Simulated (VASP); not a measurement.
**RbCl: relaxation of cell and atoms with PBEsol**

RbCl:

```xyz
2
Lattice="0.0000 3.2740 3.2740 3.2740 0.0000 3.2740 3.2740 3.2740 0.0000" Properties=species:S:1:pos:R:3 pbc="T T T"
Rb    0.0000    0.0000    0.0000
Cl    3.2740    3.2740    3.2740
```

```
Program                : VASP 6.6.1
Task                   : relaxation of cell and atoms
Functional             : PBEsol
Potentials or basis    : VASP PAW PBE potentials, release 64 (Rb_sv, Cl)
Cutoff                 : 600 eV
k mesh                 : 8 × 8 × 8
Occupations            : gaussian, width 0.03 eV
Spin                   : no spin polarisation
Further INCAR settings : ALGO = Normal; EDIFF = 1e-07; IBRION = 2; EDIFFG = -0.005; NSW = 90; ISIF = 3
```

The pressure after relaxing is 0.0 GPa and the band gap on the k mesh is 4.89 eV, direct.

Final structure:
```
CELL_PARAMETERS angstrom
0.00000 3.27400 3.27400
3.27400 0.00000 3.27400
3.27400 3.27400 0.00000
ATOMIC_POSITIONS crystal
Rb 0.00000 0.00000 0.00000
Cl 0.50000 0.50000 0.50000
```

Levels at points of the mesh, in eV from the valence-band top:
```tsv
k point	band 4	band 5	band 6	band 7	band 8	band 9	band 10	band 11	band 12
(0.00, 0.00, 0.00)	-7.90	-7.90	0.00	0.00	0.00	4.89	7.91	7.91	7.91
(0.50, 0.00, 0.00)	-7.91	-7.87	-0.91	-0.36	-0.36	7.65	7.92	10.14	10.14
(0.50, 0.50, 0.00)	-8.01	-8.01	-0.33	-0.10	-0.10	6.07	8.01	9.64	10.04
```

Wall time 15 s on 1 thread of Intel(R) Xeon(R) 6975P-C (Granite Rapids), with other jobs on the host, peak memory 0.24 GiB.

Caveat: the relaxation stopped at its first step, so nothing moved; the PAW data sets were made with another functional, which shifts forces and pressure a little. PBEsol gaps usually lie below the measured ones, often by a third to a half.
